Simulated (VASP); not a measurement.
## VASP 6.6.1 run: RbBr

INCAR

```
LREAL = .FALSE.
GGA = 91
NBANDS = 15
PREC = Accurate
EDIFF = 1E-7
NSW = 0
SIGMA = 0.02
NELM = 120
LCHARG = .FALSE.
ENCUT = 520
IBRION = -1
ISMEAR = -1
NELMIN = 8
LASPH = .TRUE.
LWAVE = .FALSE.
ISIF = 2
```

KPOINTS

```
KPOINTS created by Atomic Simulation Environment
0
Gamma
6 6 6
0 0 0
```

POSCAR

```
Rb Br
 1.0000000000000000
     0.0128983229000000    3.8823951874999998    3.8823951874999998
     3.8823951874999998    0.0128983229000000    3.8823951874999998
     3.8823951874999998    3.8823951874999998    0.0128983229000000
 Rb  Br
   1   1
Cartesian
  0.0012502769641612  0.0012502769641612  0.0012502769641612
  1.9431718975108381  1.9431718975108381  1.9431718975108381
```

The recommended PBE PAW datasets give the neutral cell 16 valence electrons.

Command

```
mpirun -np 1 vasp_std
```

Problem. Predict the outcome of this run.

Solution. It converged. Results: gap between bands v and c on the k mesh 4.13 eV; least direct gap on the k mesh 4.22 eV; pressure 0.1 GPa. Band v is the last that the valence electrons fill when counted band by band, and c is the next.

OSZICAR

```
N       E                     dE             d eps       ncg     rms          rms(c)
DAV:   1     0.937290761739E+02    0.93729E+02   -0.59955E+03   960   0.858E+02
DAV:   2     0.265768886735E+01   -0.91071E+02   -0.82867E+02  1313   0.158E+02
DAV:   3    -0.607953653278E+01   -0.87372E+01   -0.86912E+01  1317   0.513E+01
DAV:   4    -0.637822524224E+01   -0.29869E+00   -0.29862E+00  1469   0.883E+00
DAV:   5    -0.638033015102E+01   -0.21049E-02   -0.21049E-02  1289   0.794E-01    0.269E+00
DAV:   6    -0.601494618762E+01    0.36538E+00   -0.46048E-01  1247   0.272E+00    0.174E+00
DAV:   7    -0.596698564835E+01    0.47961E-01   -0.23124E-01  1289   0.198E+00    0.920E-01
DAV:   8    -0.599313978143E+01   -0.26154E-01   -0.27186E-02  1207   0.877E-01    0.162E-01
DAV:   9    -0.599693068958E+01   -0.37909E-02   -0.37789E-03  1093   0.298E-01    0.119E-01
DAV:  10    -0.599872950339E+01   -0.17988E-02   -0.14401E-03   960   0.265E-01    0.253E-02
DAV:  11    -0.599875167395E+01   -0.22171E-04   -0.14045E-04  1233   0.654E-02    0.101E-02
DAV:  12    -0.599875132416E+01    0.34978E-06   -0.51828E-05   960   0.569E-02    0.275E-03
DAV:  13    -0.599875147649E+01   -0.15232E-06   -0.10134E-06  1276   0.657E-03    0.190E-03
DAV:  14    -0.599875162808E+01   -0.15159E-06   -0.37985E-07   967   0.483E-03    0.692E-04
DAV:  15    -0.599875165472E+01   -0.26645E-07   -0.64978E-08   890   0.204E-03
   1 F= -.59987517E+01 E0= -.59987517E+01  d E =-.124636E-11
```

For comparison, a separate PBE run of the intended cell, on usual settings and not on those above, gives a gap of 4.07 eV on its mesh and a pressure of 0.1 GPa.
